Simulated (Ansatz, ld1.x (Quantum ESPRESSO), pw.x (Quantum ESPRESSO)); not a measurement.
What a changed setting does to a pw.x run (fcc In)

Potential: ultrasoft, ld1.x (Quantum ESPRESSO) 7.5, PBE; core [Kr] 4d10, reference 5s2 5p1; waves: 5s (bound): rcut 1.80, rcutus 2.40 bohr; 5s channel at 0.8 Ry: rcut 1.80, rcutus 2.40 bohr; 5p (bound): rcut 2.75, rcutus 4.54 bohr; 5p channel at 0.15 Ry: rcut 2.75, rcutus 4.54 bohr; 5d channel at 0.3 Ry: rcut 2.90, rcutus 3.10 bohr; 5d channel at 1.3 Ry: rcut 2.90, rcutus 3.10 bohr; local part: all-electron potential smoothed inside 2.90 bohr (lloc = -1); core correction: a·sin(br)/r model core inside 1.85 bohr; augmentation: PSQ, inside the norm-conserving radii.

The reference run (k-mesh 12³, cutoffs 40/320 Ry, Fermi–Dirac 0.01 Ry, mixing_beta 0.4, conv_thr 1e-9, no spin) gives 0.06 GPa at 27.754 Å³/atom, where all-electron LAPW gives -0.32 GPa. This run, with its own iteration cap, changes degauss to 0.005.

```
&control
  calculation='scf', prefix='x', pseudo_dir='./', outdir='./tmp', tstress=.true., disk_io='none'
/
&system
  ibrav=0, nat=1, ntyp=1, ecutwfc=40, ecutrho=320, nbnd=8,
  occupations='smearing', smearing='fd', degauss=0.005
/
&electrons
  conv_thr=1e-09, mixing_beta=0.4, electron_maxstep=70
/
ATOMIC_SPECIES
In 1.0 In.UPF
CELL_PARAMETERS angstrom
  0.00000000 2.40306322 2.40306322
  2.40306322 0.00000000 2.40306322
  2.40306322 2.40306322 0.00000000
ATOMIC_POSITIONS crystal
In 0.0000 0.0000 0.0000
K_POINTS automatic
12 12 12 0 0 0
```

```bash
pw.x < In.scf.in > In.scf.out
```

Question: How does the run end?

Answer: It converges in 6 iterations; the free energy moves by +11.6 meV/atom and the pressure by -0.05 GPa. In a metal, with Fermi–Dirac smearing, F lies below its zero-width value by a term in the square of the width.

```
Message from routine setup:
     using ibrav=0 with symmetry is DISCOURAGED, use correct ibrav instead
     lattice parameter (alat)  =       6.4221  a.u.
     unit-cell volume          =     187.2933 (a.u.)^3
     number of electrons       =         3.00
     number of Kohn-Sham states=            8
     kinetic-energy cutoff     =      40.0000  Ry
     charge density cutoff     =     320.0000  Ry
     scf convergence threshold =      1.0E-09
     Exchange-correlation= PBE
     number of k points=    72  Fermi-Dirac smearing, width (Ry)=  0.0050
     iteration #  1     ecut=    40.00 Ry     beta= 0.40
     total energy              =      -8.95021473 Ry
     estimated scf accuracy    <       0.00225990 Ry
     iteration #  2     ecut=    40.00 Ry     beta= 0.40
     total energy              =      -8.95005375 Ry
     estimated scf accuracy    <       0.00076843 Ry
     iteration #  3     ecut=    40.00 Ry     beta= 0.40
     total energy              =      -8.95007417 Ry
     estimated scf accuracy    <       0.00000172 Ry
     iteration #  4     ecut=    40.00 Ry     beta= 0.40
     c_bands:  1 eigenvalues not converged
     total energy              =      -8.95007460 Ry
     estimated scf accuracy    <       0.00000020 Ry
     iteration #  5     ecut=    40.00 Ry     beta= 0.40
     total energy              =      -8.95007461 Ry
     estimated scf accuracy    <          1.4E-09 Ry
     iteration #  6     ecut=    40.00 Ry     beta= 0.40
     the Fermi energy is     4.3812 ev
!    total energy              =      -8.95007462 Ry
     estimated scf accuracy    <          6.0E-10 Ry
     smearing contrib. (-TS)   =      -0.00060259 Ry
     The total energy is F=E-TS. E is the sum of the following terms:
     one-electron contribution =       2.31318124 Ry
     hartree contribution      =       0.01784121 Ry
     xc contribution           =      -6.73715985 Ry
     ewald contribution        =      -4.54333464 Ry
     convergence has been achieved in   6 iterations
          total   stress  (Ry/bohr**3)                   (kbar)     P=        0.13
     Message from routine punch:
     Nothing written, as per user request (disk_io='none')
```

The run took about 6.2 s on one core of a shared host (Neoverse-V1, 32 threads, 247 GiB, load 24).
